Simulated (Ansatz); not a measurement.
# CdS: response to strain

CdS is deformed so: equal xx and yy strain of +2 %. What stress and forces result, by LAPW, PAW and all-electron datasets made for the crystal?

Computed with Ansatz 0.2.0 (DFT PBEsol, scalar-relativistic, unless a step's input says otherwise).

### 1 Starting point

It takes space group P6_3mc (No. 186, hexagonal). Conventional cell: a = 4.135 Å, b = 4.135 Å, c = 6.749 Å, α = 90.00°, β = 90.00°, γ = 120.00°. Cd (site symmetry 3m) has 4 S at 2.51 to 2.60 Å as nearest neighbours. S (site symmetry 3m) is surrounded by 4 Cd at 2.51 to 2.60 Å.

As a file:

```cif
data_structure
_symmetry_space_group_name_H-M 'P6_3mc'
_symmetry_Int_Tables_number 186
_cell_length_a 4.1348
_cell_length_b 4.1348
_cell_length_c 6.7490
_cell_angle_alpha 90.000
_cell_angle_beta 90.000
_cell_angle_gamma 120.000
_cell_volume 99.93
loop_
_atom_site_label
_atom_site_type_symbol
_atom_site_symmetry_multiplicity
_atom_site_Wyckoff_symbol
_atom_site_fract_x
_atom_site_fract_y
_atom_site_fract_z
_atom_site_occupancy
Cd1 Cd 2 b 0.33333 0.66667 0.00000 1
S1 S 2 b 0.33333 0.66667 0.38500 1
```

The file gives the conventional cell by its symmetry; the runs use the cell typed in the input.

Atoms are numbered in the order of the input: Cd1, Cd2, S3, S4.

### 2 After the deformation

Space group P6_3mc before, P6_3mc after.

### 3 All-electron LAPW

The input, input.yaml:

```yaml
crystal:
  lattice:
    - [4.2174951875, 0.0, 0.0]
    - [-2.1087475937, 3.6524579727, 0.0]
    - [0.0, 0.0, 6.749]
  atoms:
    - { symbol: Cd, position: [0.3333333333, 0.6666666667, 0.0] }
    - { symbol: Cd, position: [0.6666666667, 0.3333333333, 0.5] }
    - { symbol: S, position: [0.3333333333, 0.6666666667, 0.385] }
    - { symbol: S, position: [0.6666666667, 0.3333333333, 0.885] }
kpoints:
  mp_grid: { grid: [7, 7, 4] }
  band_path:
    path:
      - [0.0, 0.0, 0.0]
      - [0.5, 0.0, 0.0]
      - [0.3333333333, 0.3333333333, 0.0]
      - [0.0, 0.0, 0.0]
      - [0.0, 0.0, 0.5]
      - [0.5, 0.0, 0.5]
      - [0.3333333333, 0.3333333333, 0.5]
      - [0.0, 0.0, 0.5]
      - [0.5, 0.0, 0.5]
    npoints: 5
scf:
  occupations: { method: fermi_dirac, width: 0.01 }
hamiltonian:
  xc: pbesol
  pseudopotentials: { kind: all_electron, lapw: { basis_error: 0.001 } }
output:
  forces: true
  stress: true
  eigenvalues: true
```

Run with:

```console
$ ansatz run input.yaml --threads 1 --pin off --max-ram 6144MiB --backend cpu --events-out ev --progress --plain --runs-dir out
```

### 4 Frozen-core PAW

The input, input.yaml:

```yaml
crystal:
  lattice:
    - [4.2174951875, 0.0, 0.0]
    - [-2.1087475937, 3.6524579727, 0.0]
    - [0.0, 0.0, 6.749]
  atoms:
    - { symbol: Cd, position: [0.3333333333, 0.6666666667, 0.0] }
    - { symbol: Cd, position: [0.6666666667, 0.3333333333, 0.5] }
    - { symbol: S, position: [0.3333333333, 0.6666666667, 0.385] }
    - { symbol: S, position: [0.6666666667, 0.3333333333, 0.885] }
kpoints:
  mp_grid: { grid: [7, 7, 4] }
scf:
  occupations: { method: fermi_dirac, width: 0.01 }
hamiltonian:
  xc: pbesol
  pseudopotentials: { kind: paw }
output:
  forces: true
  stress: true
  eigenvalues: true
  efg: { contact_densities: true }
```

### 5 All-electron PAW on datasets made for the crystal

Edit input.yaml of step 4 so:

```diff
@@ -16,3 +16,3 @@
   xc: pbesol
-  pseudopotentials: { kind: paw }
+  pseudopotentials: { kind: all_electron, datasets: crystal }
 output:
```

(Steps that only read results are left out.)

Before running it: what results should come out? Wanted: pressure; largest shear or deviatoric stress.

**Answer**, as computed:

| quantity | value |
| --- | --- |
| pressure | LAPW -2.75, PAW -2.77, crystal datasets -2.75 GPa |
| largest shear or deviatoric stress (LAPW) | 0.00 GPa |

The largest part of the stress beyond the pressure is 0.00 GPa in size, in the zz component; the atoms are carried along and not relaxed. No run of the undeformed cell stands beside it, so the pressure holds what the given cell had before the change. PAW: stress within 0.02 GPa of LAPW, forces within 1 meV/Å. Crystal datasets: stress within 0.01 GPa of LAPW, forces within 1 meV/Å.
